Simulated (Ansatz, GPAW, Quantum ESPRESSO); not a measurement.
# SrCl2: valence-band photoemission

Wanted: projected DOS of SrCl2, weighted into photoemission and X-ray emission spectra, at several levels of theory.

Method: DFT, PBEsol, plane-wave PAW, default files, scalar-relativistic, in the first sound run; inputs show where later runs differ, in Ansatz 0.2.0, Quantum ESPRESSO 7.5 and GPAW 26.7.0.

This is a report of a sequence of runs, with most program output left out.

## 1. The structure

Symmetry: Fm-3m, No. 225, cubic system. The conventional cell has a = 6.977 Å, b = 6.977 Å, c = 6.977 Å, α = 90.00°, β = 90.00°, γ = 90.00°. Sr has 8 Cl at 3.02 Å nearest. Cl has 4 Sr at 3.02 Å nearest. Farther neighbours and most contacts between anions are not listed.

## 2. The base run

First the ground state, then the DOS by atom and shell, which the cross sections turn into spectra. The DOS is taken on a denser mesh than the density.

Input file input.yaml:

```yaml
crystal:
  lattice:
    - [0.0, 3.48835, 3.48835]
    - [3.48835, 0.0, 3.48835]
    - [3.48835, 3.48835, 0.0]
  atoms:
    - { symbol: Sr, position: [0.0, 0.0, 0.0] }
    - { symbol: Cl, position: [0.75, 0.75, 0.75] }
    - { symbol: Cl, position: [0.25, 0.25, 0.25] }
kpoints:
  mp_grid: { grid: [6, 6, 6] }
  band_path:
    path:
      - [[0.0, 0.0, 0.0], [0.5, 0.0, 0.5], [0.625, 0.25, 0.625]]
      - [[0.375, 0.375, 0.75], [0.0, 0.0, 0.0], [0.5, 0.5, 0.5], [0.5, 0.25, 0.75], [0.5, 0.0, 0.5]]
    npoints: 15
scf:
  occupations: { method: fermi_dirac, width: 0.02 }
  n_extra_bands: 10
hamiltonian:
  xc: pbesol
  pseudopotentials: { kind: paw }
output:
  forces: true
  stress: true
  dos:
    projected: true
    de: 0.05
    e_range: [-28, 12]
    nscf_kmesh: { grid: [12, 12, 12] }
  fatbands: true
  write_density: true
  write_potential: true
  elf: true
  volumetric_format: npy
```

The run is started by

```bash
ansatz run input.yaml --threads 4 --pin off --max-ram 8192MiB --backend cpu --events-out ev --progress --plain --runs-dir out
```

The job ended after 3.5 s (4 threads of Arm Neoverse V2, shared host; peak memory 0.37 GiB).

Numbers from this step:

* free energy: -5621.3591 eV
* Fermi energy: 5.609 eV
* symmetry operations: 48
* pressure: -1.057 GPa
* gap on the k-mesh: 5.143 eV
* zero of energy: valence-band maximum
* share of occupied states in no projected shell: 0.0089 of the occupied states in the window
* gap on the path: 5.143 eV
* least direct gap on the path: 5.362 eV
* valence top on path: 0 eV

The electronic bands at the labelled points (eV, zero at the valence-band maximum; v1 is the highest filled band, c1 the lowest empty one):

```tsv
point	v4	v3	v2	v1	c1	c2	c3
Γ	-2.16	-0.34	-0.34	-0.34	5.14	5.98	5.98
0.47 of the way	-1.64	-1.33	-0.33	-0.33	5.94	6.48	6.50
X	-1.91	-0.41	-0.41	0.00	5.36	6.93	7.54
0.53 of the way	-1.86	-0.50	-0.45	-0.03	5.53	6.95	7.45
U	-1.75	-0.73	-0.54	-0.11	5.82	7.02	7.25
jump to K	-1.75	-0.73	-0.54	-0.11	5.82	7.02	7.25
0.47 of the way	-1.43	-1.39	-1.05	-0.30	6.24	6.59	6.66
Γ	-2.16	-0.34	-0.34	-0.34	5.14	5.98	5.98
0.53 of the way	-1.75	-1.00	-0.69	-0.69	6.37	6.41	6.41
L	-1.53	-1.34	-1.06	-1.06	6.62	6.62	7.43
0.53 of the way	-1.40	-1.18	-0.51	-0.51	6.18	6.84	7.28
W	-1.23	-1.23	-0.32	-0.10	6.11	6.90	7.12
0.53 of the way	-1.74	-0.64	-0.37	-0.04	5.61	6.96	7.36
X	-1.91	-0.41	-0.41	0.00	5.36	6.93	7.54
```

Of the projections kept (Sr s, Cl s, Cl p, not projected), the largest for each band there; the rest of the weight can lie on other orbitals:

```tsv
point	v4	v3	v2	v1	c1	c2	c3
Γ	Cl p 0.97	Cl p 0.99	Cl p 0.99	Cl p 0.99	Sr s 0.77	not projected 1.00	not projected 1.00
X	Cl p 0.98	Cl p 0.97	Cl p 0.97	Cl p 1.00	not projected 0.99	not projected 1.00	not projected 1.00
U	Cl p 0.97	Cl p 0.97	Cl p 0.98	Cl p 0.99	not projected 0.98	not projected 1.00	not projected 1.00
K	Cl p 0.97	Cl p 0.97	Cl p 0.98	Cl p 0.99	not projected 0.98	not projected 1.00	not projected 1.00
Γ	Cl p 0.97	Cl p 0.99	Cl p 0.99	Cl p 0.99	Sr s 0.77	not projected 1.00	not projected 1.00
L	Cl p 0.85	Cl p 0.98	Cl p 0.98	Cl p 0.98	not projected 1.00	not projected 1.00	not projected 0.92
```

The DOS has structure finer than the step of the table below, so its rows give means over 1 eV, whole bins alone (the curve runs from -16.6 to 11.1 eV). Peaks (eV: height): total -15.0: 15.4, -14.8: 29.0, -12.5: 13.8, -2.0: 9.82; Cl 3p -2.0: 9.39, -0.4: 9.01; Cl 3s -15.0: 1.67, -12.5: 12.5; Sr 5p -12.5: 1.20; Sr 5s -12.8: 0.394, 7.2: 0.461, 8.7: 1.22, 9.7: 0.512.

DOS against E, zero at the valence-band maximum; means over each step; values in states/eV/cell:

```tsv
E (eV)	total	Cl 3p	Cl 3s	Sr 5p	Sr 5s	Sr 4p
-16	0	0	0	0	0	0
-15	6.00	0.0650	0.270	0	0.0285	5.63
-14	0	0	0	0	0	0
-13	3.49	0.00435	3.09	0.258	0.133	0
-12	0.513	6.4e-4	0.469	0.0418	0.00158	0
-11	0	0	0	0	0	0
-10	0	0	0	0	0	0
-9	0	0	0	0	0	0
-8	0	0	0	0	0	0
-7	0	0	0	0	0	0
-6	0	0	0	0	0	0
-5	0	0	0	0	0	0
-4	0	0	0	0	0	0
-3	0.328	0.284	8.2e-4	4.5e-4	0.0395	0
-2	5.23	4.95	0.0179	0.0345	0.141	0
-1	4.17	4.03	0.0132	0.0201	0.0336	0
0	2.27	2.23	0.00133	0.00505	0.00238	0
1	0	0	0	0	0	0
2	0	0	0	0	0	0
3	0	0	0	0	0	0
4	0	0	0	0	0	0
5	0.0522	5.0e-4	0.00370	2.6e-5	0.0144	0
6	2.44	0.0273	0.0372	0.00113	0.191	0
7	3.94	0.0455	0.0440	0.00157	0.347	0
8	3.86	0.115	0.0221	6.8e-4	0.227	0
9	2.73	0.138	0.0253	8.4e-4	0.649	0
10	1.73	0.0312	0.00145	1.5e-4	0.0855	0
```

Simulated valence spectra by photon energy, shown to 13 eV, since a deeper line would dwarf them at some energies; the 100 % can be that line's tail at the edge; this run's widths, added to any smearing of the DOS itself: Gaussian 0.1 eV, Lorentzian 0.1 eV plus 0.08 an eV of depth. Intensity against binding energy, zero at the valence-band maximum; values in % of the maximum within 13 eV:

```tsv
binding energy (eV)	21.2 eV	100 eV	1486.7 eV	5950 eV	8047.8 eV
-1	1.19	1.26	1.24	0.561	0.492
0	15.0	15.0	10.6	2.67	2.02
1	59.4	59.6	41.4	10.1	7.61
2	83.8	84.1	58.7	14.9	11.5
3	5.08	5.26	4.39	1.72	1.51
4	1.08	1.25	1.70	1.04	0.953
5	0.495	0.710	1.52	1.13	1.06
6	0.287	0.567	1.69	1.38	1.31
7	0.188	0.568	2.09	1.79	1.71
8	0.133	0.681	2.80	2.47	2.37
9	0.0995	0.961	4.08	3.69	3.55
10	0.0771	1.63	6.72	6.21	6.02
11	0.0615	3.71	13.8	13.2	12.9
12	-	14.8	47.3	46.9	46.7
```

Maxima picked by a test of local sharpness, so broad peaks and shoulders can be missing; peaks within 0.45 eV of a curve's cut are left out. Valence peaks, by row:

```tsv
photon energy (eV)	binding energy (eV)	height (% of the maximum within 13 eV)	main shell	its share (%)
21.2	2.005	85.43	Cl 3p	99.95
21.2	0.4053	100	Cl 3p	99.99
100	14.86	10.79	Sr 4p	57.42
100	12.66	32.26	Cl 3s	97.73
100	2.005	85.79	Cl 3p	99.34
100	0.4053	100	Cl 3p	99.79
1487	14.86	162.4	Sr 4p	92.79
1487	12.66	100	Cl 3s	87.09
1487	2.005	59.8	Cl 3p	96.3
1487	0.4053	68.33	Cl 3p	98.67
5950	14.86	129.2	Sr 4p	90.82
5950	12.66	100	Cl 3s	89.6
5950	1.955	15.12	Cl 3p	81.82
5950	0.4053	15.41	Cl 3p	94.09
8048	14.86	116.4	Sr 4p	89.7
8048	12.66	100	Cl 3s	90.56
8048	1.955	11.67	Cl 3p	74.91
8048	0.4053	11.15	Cl 3p	91.83
```

Shapes are the site's partial DOS without matrix elements, which overweights lines from ligand s bands. Intensity against emission energy less the core level's binding energy, zero at the valence-band maximum; read off at these points; values in % of the unpolarised maximum:

```tsv
emission energy less the core level's binding energy (eV)	Cl K-beta	Cl L2,3
-16.50	0.312	3.58
-16.00	0.422	5.44
-15.50	0.600	9.03
-15.00	0.764	13.1
-14.50	0.728	14.9
-14.00	0.572	20.6
-13.50	0.470	40.2
-13.00	0.434	81.8
-12.63	0.425	99.8
-12.50	0.422	95.4
-12.00	0.413	52.1
-11.50	0.418	23.3
-11.00	0.439	12.2
-10.50	0.474	7.42
-10.00	0.521	4.96
-9.50	0.580	3.55
-9.00	0.654	2.67
-8.50	0.746	2.08
-8.00	0.862	1.66
-7.50	1.01	1.36
-7.00	1.20	1.14
-6.50	1.46	0.962
-6.00	1.81	0.826
-5.50	2.31	0.718
-5.00	3.06	0.631
-4.50	4.27	0.560
-4.00	6.45	0.504
-3.50	11.1	0.464
-3.00	23.6	0.476
-2.50	54.8	0.739
-2.00	93.5	1.22
-1.50	96.1	1.27
-1.00	96.3	1.02
-0.73	99.9	0.845
-0.50	96.0	0.663
0.00	52.3	0.311
0.50	19.1	0.234
1.00	9.18	0.210
```

Window up to 11.1 eV. Shell moments, by row:

```tsv
element	shell	occupied states an atom	centre of occupied part (eV)	rms width of occupied part (eV)	centre up to the window's top (eV)	rms width up to the window's top (eV)
Sr	5s	0.3791	-6.825	5.599	5.023	6.51
Sr	4p	5.635	-14.88	0.1033	-14.88	0.1033
Sr	5p	0.3598	-10.8	4.178	-10.57	4.609
Cl	3s	1.929	-12.73	1.211	-12.06	3.793
Cl	3p	5.782	-1.373	1.257	-1.075	2.089
```

Electrostatic potential energy in the ac plane of a cell with a along [110], b along [-110] and c along [001] of the cube at fractional y = 0.000, with atoms of Sr and Cl within 0.2 Å of it. With pseudopotentials it is smooth inside the atoms' cores, unlike the true potential.

Ten even steps from '0' (-71 eV) to '9' (10 eV), each cell a mean:
```
0058999999972000589999999720
2479999999986324799999999863
7889987679998778899876799987
9999963348999999999633489999
9999852237999999998522379999
9999963348999999999633489999
9999987679999999999876799999
9999999999999999999999999999
9999999999999999999999999999
9999999999999999999999999999
9999999999999999999999999999
9999998899999999999988999999
9999975468999999999754689999
9999852247999999998522479999
9999852237999999998522379999
8899975468999888999754689998
5789998899987657899988999876
0278999999984002789999999840
0058999999971000589999999710
```
Columns run along a (9.9 Å; values clipped at the 3rd and 97th percentile), rows up along c (7.0 Å), edges of the conventional cell, whose origin can differ from the input's. Atoms in or near the plane, at fractional coordinates: Sr at (0.00, 0.00), Sr at (0.50, 0.00), Cl at (0.25, 0.75), Cl at (0.75, 0.75), Cl at (0.25, 0.25), Cl at (0.75, 0.25).

ELF in the ac plane of a cell with a along [110], b along [-110] and c along [001] of the cube at fractional y = 0.000, with atoms of Sr and Cl within 0.2 Å of it. It is the smooth field of the valence electrons, not physical close to the nuclei.

Ten even steps from '_' (0.00) to '@' (0.87), each cell a mean:
```
==%%@@--__..::--::....##@@**==%%@@--__..::--::....##@@**
@@@@**..::**%%%%##++..==%%@@@@@@**..::**%%%%##++..==%%@@
##++::::##@@@@@@@@%%==..==####++::::##@@@@@@@@%%==..==##
..__..++@@@@%%##@@@@##::__....__..++@@@@%%##@@@@##::__..
____::**@@@@**==%%@@%%==________::**@@@@**==%%@@%%==____
____::**@@@@%%##@@@@%%==________::**@@@@%%##@@@@%%==____
____..++%%@@@@@@@@@@**--________..++%%@@@@@@@@@@**--____
______::++##%%%%%%**==..__________::++##%%%%%%**==..____
________..::----::..________________..::----::..________
____________....________________________....____________
______..--==++**++==::____________..--==++**++==::______
____..==##%%@@@@@@%%++::________..==##%%@@@@@@%%++::____
____::**%%@@@@@@@@@@##--________::**%%@@@@@@@@@@##--____
____::**@@@@##++%%@@%%==________::**@@@@##++%%@@%%==____
____..**@@@@**++%%@@%%--________..**@@@@**++%%@@%%--____
==::..--%%@@@@@@@@@@**....--==::..--%%@@@@@@@@@@**....--
@@%%==..++%%@@@@@@##::::**@@@@%%==..++%%@@@@@@##::::**@@
##@@%%--..==****++::..++@@%%##@@%%--..==****++::..++@@%%
::##@@==____......__..##@@==::##@@==____......__..##@@==
```
Columns run along a (9.9 Å), rows up along c (7.0 Å), edges of the conventional cell, whose origin can differ from the input's. Atoms in or near the plane, at fractional coordinates: Sr at (0.00, 0.00), Sr at (0.50, 0.00), Cl at (0.25, 0.75), Cl at (0.75, 0.75), Cl at (0.25, 0.25), Cl at (0.75, 0.25).

Valence density in the ac plane of a cell with a along [110], b along [-110] and c along [001] of the cube at fractional y = 0.000, with atoms of Sr and Cl within 0.2 Å of it. It is the smooth field of the valence electrons, not physical close to the nuclei.

Ten even steps from '0' (0.0 e/Å³) to '9' (2.5 e/Å³), each cell a mean:
```
8941000000027989410000000279
8520001110013785200011100137
2100124431001221001244310012
0000256563100000002565631000
0000263164100000002631641000
0000156563100000001565631000
0000124531000000001245310000
0000001110000000000011100000
0000000000000000000000000000
0000000000000000000000000000
0000000000000000000000000000
0000012220000000000122200000
0000136652000000001366520000
0000254263100000002542631000
0000264264100000002642641000
0000146652000000001466520000
4310012321002443100123210024
9730000000015997300000000159
6951000000028869510000000288
```
Columns run along a (9.9 Å), rows up along c (7.0 Å), edges of the conventional cell, whose origin can differ from the input's. Atoms in or near the plane, at fractional coordinates: Sr at (0.00, 0.00), Sr at (0.50, 0.00), Cl at (0.25, 0.75), Cl at (0.75, 0.75), Cl at (0.25, 0.25), Cl at (0.75, 0.25).

Recipe: projected DOS times atomic cross section and asymmetry factor (linear light, 0° from the polarisation), occupied states only, Fermi edge at 20 K, a Lorentzian width of 0.1 eV growing by 0.08 eV per eV of binding energy, and a resolution of 0.1 eV. Curves are cut 10 eV under the photon energy, above any shell that the free atom's threshold puts out of reach, or at the lower edge of the window: 11.2 eV at 21.2 eV, 16.7 eV at 100 eV, 16.7 eV at 1486.7 eV, 16.7 eV at 5950 eV and 16.7 eV at 8047.8 eV. Matrix elements of the solid and inelastic losses aren't modelled, nor non-dipole terms, which matter above 3 keV.

Share of each shell in the spectrum's area (%), by photon energy:

```tsv
shell	21.2 eV	100 eV	1486.7 eV	5950 eV	8047.8 eV
Sr 4p	0.0	5.2	51.6	53.9	51.6
Cl 3s	0.0	25.2	28.7	39.6	43.0
Cl 3p	100.0	69.4	19.3	5.6	4.2
```

At this level the gap is 5.14 eV on the path.

## 3. With spin–orbit coupling

This step: DFT, PBEsol, plane-wave PAW, default files, with spin-orbit coupling (Ansatz 0.2.0).

Spin–orbit coupling splits and shifts levels of heavy atoms, so the bands are solved again with spinors.

input.yaml, the sections that differ from step 2:

```yaml
scf:
  occupations: { method: fermi_dirac, width: 0.02 }
  n_extra_bands: 20
hamiltonian:
  xc: pbesol
  pseudopotentials: { kind: paw_fr }
output:
  forces: true
  stress: true
  dos:
    projected: true
    de: 0.05
    e_range: [-28, 12]
    nscf_kmesh: { grid: [12, 12, 12] }
    method: { smearing: { sigma: 0.08, scheme: gaussian } }
  fatbands: true
magnetization:
  noncollinear: true
  spin_orbit: true
# crystal, kpoints: as in step 2
```

Wall time 33 s (4 threads); peak memory 0.66 GiB; 2.2 min of CPU time.

Numbers from this step:

| Quantity | Value |
| --- | --- |
| free energy | -5621.9754 eV |
| Fermi energy | 5.610 eV |
| pressure | -1.058 GPa |
| gap on the k-mesh | 5.142 eV |
| gap on the path | 5.142 eV |

The electronic bands at the labelled points (eV, zero at the valence-band maximum; v1 is the highest filled band, c1 the lowest empty one):

```tsv
point	v4	v3	v2	v1	c1	c2	c3	c4
Γ	-0.29	-0.29	-0.29	-0.29	5.14	5.14	5.98	5.98
0.47 of the way	-0.38	-0.38	-0.28	-0.28	5.94	5.94	6.48	6.48
X	-0.36	-0.36	0.00	0.00	5.36	5.36	6.93	6.93
0.53 of the way	-0.42	-0.42	-0.03	-0.03	5.52	5.52	6.95	6.95
U	-0.54	-0.54	-0.11	-0.11	5.82	5.82	7.02	7.02
jump to K	-0.54	-0.54	-0.11	-0.11	5.82	5.82	7.02	7.02
0.47 of the way	-1.05	-1.05	-0.29	-0.29	6.23	6.23	6.59	6.59
Γ	-0.29	-0.29	-0.29	-0.29	5.14	5.14	5.98	5.98
0.53 of the way	-0.73	-0.73	-0.64	-0.64	6.37	6.37	6.41	6.41
L	-1.11	-1.11	-1.01	-1.01	6.61	6.61	6.63	6.63
0.53 of the way	-0.52	-0.52	-0.50	-0.50	6.18	6.18	6.84	6.84
W	-0.32	-0.32	-0.10	-0.10	6.11	6.11	6.90	6.90
0.53 of the way	-0.37	-0.37	-0.04	-0.04	5.61	5.61	6.96	6.96
X	-0.36	-0.36	0.00	0.00	5.36	5.36	6.93	6.93
```

Of the projections kept (Sr s, Cl s, Cl p, not projected), the largest for each band there; the rest of the weight can lie on other orbitals:

```tsv
point	v4	v3	v2	v1	c1	c2	c3	c4
Γ	Cl p 0.99	Cl p 0.99	Cl p 0.99	Cl p 0.99	Sr s 0.77	Sr s 0.77	not projected 1.00	not projected 1.00
X	Cl p 0.97	Cl p 0.97	Cl p 1.00	Cl p 1.00	not projected 0.99	not projected 0.99	not projected 1.00	not projected 1.00
U	Cl p 0.98	Cl p 0.98	Cl p 0.99	Cl p 0.99	not projected 0.98	not projected 0.98	not projected 1.00	not projected 1.00
K	Cl p 0.98	Cl p 0.98	Cl p 0.99	Cl p 0.99	not projected 0.98	not projected 0.98	not projected 1.00	not projected 1.00
Γ	Cl p 0.99	Cl p 0.99	Cl p 0.99	Cl p 0.99	Sr s 0.77	Sr s 0.77	not projected 1.00	not projected 1.00
L	Cl p 0.98	Cl p 0.98	Cl p 0.98	Cl p 0.98	not projected 1.00	not projected 1.00	not projected 1.00	not projected 1.00
```

This run's widths, added to any smearing of the DOS itself: Gaussian 0.45 eV, Lorentzian 0.1 eV plus 0.08 an eV of depth. The intensity by binding energy, zero at the valence-band maximum; values in % of the maximum within 13 eV:

```tsv
binding energy (eV)	21.2 eV	60 eV	900 eV	1486.7 eV	5414.7 eV
-1.0	1.65	1.82	2.09	1.51	0.745
-0.5	3.84	4.01	4.30	2.94	1.19
0.0	33.5	33.6	33.7	21.7	6.73
0.5	99.4	99.4	99.3	63.8	19.3
1.0	76.9	77.2	77.5	50.0	15.7
1.5	77.9	78.5	79.0	51.2	16.6
2.0	94.1	94.7	95.2	61.6	19.9
2.5	38.1	38.7	39.4	25.9	9.25
3.0	8.85	9.25	9.82	6.70	2.83
3.5	2.79	3.16	3.73	2.76	1.47
4.0	1.49	1.88	2.51	2.00	1.27
4.5	0.952	1.39	2.08	1.76	1.26
5.0	0.668	1.15	1.92	1.71	1.33
5.5	0.497	1.05	1.90	1.75	1.44
6.0	0.385	1.01	1.98	1.87	1.59
6.5	0.308	1.03	2.13	2.05	1.80
7.0	0.252	1.09	2.35	2.29	2.05
7.5	0.210	1.20	2.66	2.62	2.38
8.0	0.178	1.36	3.08	3.06	2.82
8.5	0.153	1.60	3.65	3.65	3.39
9.0	0.133	1.95	4.45	4.46	4.18
9.5	0.116	2.47	5.59	5.62	5.31
10.0	0.103	3.29	7.32	7.36	7.02
10.5	0.0913	4.67	10.1	10.2	9.81
11.0	0.0818	7.30	15.3	15.4	14.9
11.5	-	13.2	26.3	26.4	26.0
12.0	-	27.9	53.2	53.2	53.1
12.5	-	50.2	94.2	94.1	94.4
13.0	-	44.9	90.0	90.3	89.2
13.5	-	29.0	72.2	73.4	69.0
14.0	-	29.1	94.4	97.0	87.0
14.5	-	36.1	130	134	118
15.0	-	30.8	113	117	103
15.5	-	24.4	91.4	94.5	82.9
16.0	-	17.1	64.3	66.4	58.2
16.5	-	9.63	35.5	36.6	32.2
17.0	-	5.69	20.4	21.0	18.6
```

Maxima picked by a test of local sharpness, so broad peaks and shoulders can be missing; peaks within 0.45 eV of a curve's cut are left out. Valence peaks, by row:

```tsv
photon energy (eV)	binding energy (eV)	height (% of the maximum within 13 eV)	main shell	its share (%)
21.2	1.906	97.02	Cl 3p	99.95
21.2	0.5057	100	Cl 3p	99.99
60	14.56	36.22	Sr 4p	76.55
60	12.66	52.71	Cl 3s	92.25
60	1.906	97.59	Cl 3p	98.92
60	0.5057	100	Cl 3p	99.53
900	14.56	130.8	Sr 4p	89.12
900	12.71	100	Cl 3s	82.94
900	1.906	98.06	Cl 3p	97.8
900	0.5057	99.92	Cl 3p	98.96
1487	14.56	135.1	Sr 4p	89.66
1487	12.71	100	Cl 3s	82.31
1487	1.906	63.46	Cl 3p	96.44
1487	0.5057	64.17	Cl 3p	98.34
5415	14.56	119.1	Sr 4p	88.11
5415	12.71	100	Cl 3s	84.41
5415	1.906	20.46	Cl 3p	86.72
5415	0.5057	19.41	Cl 3p	94.27
```

Spectra as before, but with a recipe of its own (widths, and in some runs the light), which changes peak heights and what is resolved: Gaussian 0.45 eV, Lorentzian 0.1 eV plus 0.08 times the binding energy, unpolarised light, analyser at 90°, Fermi edge at 20 K; some photon energies differ too.

The two runs compared:

```tsv
quantity	this run	base run	difference
gap on the path (eV)	5.1421	5.1429	-8.0e-4
least direct gap on the path (eV)	5.3618	5.3625	-7.0e-4
gap on the k-mesh (eV)	5.1421	5.1429	-7.9e-4
```

(Part 1 of 2 ends here.)

[Logs are printed without paths, hosts, clocks, repeated set-up lines and the standing remarks that a program may print on its own settings, such as how far it seeks lower states.]

[Hosts, paths, dates, database ids (printed as entryN), source tags and the programs' standing remarks are cut or masked in the printed files.]

[Maps of the electrostatic potential energy from Ansatz leave out the sawtooth potential of an applied field or a dipole correction, so their vacuum need not be flat; work functions include it.]

[Peak lists hold at most the 14 tallest peaks of each spectrum; further lines can be left out.]
